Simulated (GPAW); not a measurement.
Runs of GPAW 26.7.0 on Ti. The structure is cubic, space group Im-3m (No. 229). Conventional cell: a = 3.282 Å, b = 3.282 Å, c = 3.282 Å, α = 90.00°, β = 90.00°, γ = 90.00°. Around Ti (site symmetry m-3m) lie 8 Ti at 2.84 Å. This isn't the form of Ti at room conditions, which is hcp.

```tsv
task	level	potentials or basis	cell	smearing	eigensolver	optimizer	fmax	max steps	target pressure	gap on the mesh (eV)	pressure (GPa)
single point	PBE	GPAW PAW data sets (gpaw-data 1.2.1), pw	as given	gaussian 0.05 eV	-	-	-	-	-	none	-3.3
single point	PBE	GPAW PAW data sets (gpaw-data 1.2.1), pw	as given	gaussian 0.028 eV	-	-	-	-	-	none	-3.4
single point	PBE	GPAW PAW data sets (gpaw-data 1.2.1), pw	as given	gaussian 0.027 eV	-	-	-	-	-	none	-3.4
single point	LDA	the program's PAW data sets (release 1.2.1) made for this functional, pw	as given	gaussian 0.05 eV	-	-	-	-	-	none	(a)
relaxation of cell and atoms	BLYP+D4	PAW data sets generated in the run's folder for this functional, pw	relaxed to -1 GPa	fermi-dirac 0.05 eV	davidson	FIRE	0.02 eV/Å	60	-1 GPa	none	-1.1
```

Alike in all rows: no spin polarisation; k mesh 11 × 11 × 11; cutoff (eV) 600.

**Question.** Estimate the missing entries.

**Answer.** (a) -11.7.

Caveats: later steps reuse the first step's grids (some runs); pairwise dispersion overbinds metals, which lowers pressure and volume (some runs).

A gap of «none» marks a metal or a gap under the smearing width.
